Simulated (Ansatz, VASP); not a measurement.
Two plane-wave programs on Al

INCAR

```
ALGO = Normal
EDIFF = 1E-6
ENCUT = 520
GGA = RE
ISIF = 2
ISMEAR = -1
LASPH = T
LCHARG = T
LELF = T
LREAL = F
LVHAR = T
LWAVE = F
NBANDS = 8
NELM = 80
PREC = Accurate
SIGMA = 0.1
```

Contents of KPOINTS:

```
k-points
0
Gamma
  22 22 22
```

File POSCAR:

```
Al
1.0
    0.0000000000      1.9448816458      1.9448816458
    1.9448816458      0.0000000000      1.9448816458
    1.9448816458      1.9448816458      0.0000000000
Al
1
Direct
    0.0000000000      0.0000000000      0.0000000000
```

Input for Ansatz:

```yaml
crystal:
  lattice:
    - [0.0, 1.9448816458, 1.9448816458]
    - [1.9448816458, 0.0, 1.9448816458]
    - [1.9448816458, 1.9448816458, 0.0]
  atoms:
    - { symbol: Al, position: [0.0, 0.0, 0.0] }
hamiltonian:
  xc: revpbe
  pseudopotentials:
    kind: paw
    azcp:
      Al: "pseudopotentials/Al.paw.azcp"
basis:
  ecutwfc: 420
  fft_grid_basis: typed
kpoints:
  mp_grid: { grid: [22, 22, 22], shift: [0, 0, 0] }
magnetization:
  spin_polarized: false
scf:
  occupations: { method: fermi_dirac, width: 0.1 }
output:
  stress: true
```

Alike in both runs: task single point; functional revPBE; k mesh 22 × 22 × 22; occupations fermi-dirac, width 0.1 eV; no spin polarisation.

|  | VASP | Ansatz |
| --- | --- | --- |
| version | VASP 6.6.1 | Ansatz 0.2.0 |
| potentials or method | VASP PAW PBE potentials, release 64 (Al) | plane waves (420 eV) with PAW, scalar-relativistic |
| plane-wave cutoff (eV) | 520 | 420 |
| valence electrons in the cell | 3 | 3 |

```csv
,VASP,Ansatz,Ansatz less VASP
pressure (GPa),12.9,13.1,+0.22
```

With one functional, cell and mesh, what is left measures potentials, basis and numerics.

Caveats: the PAW data sets were made with another functional, which shifts forces and pressure a little (VASP).
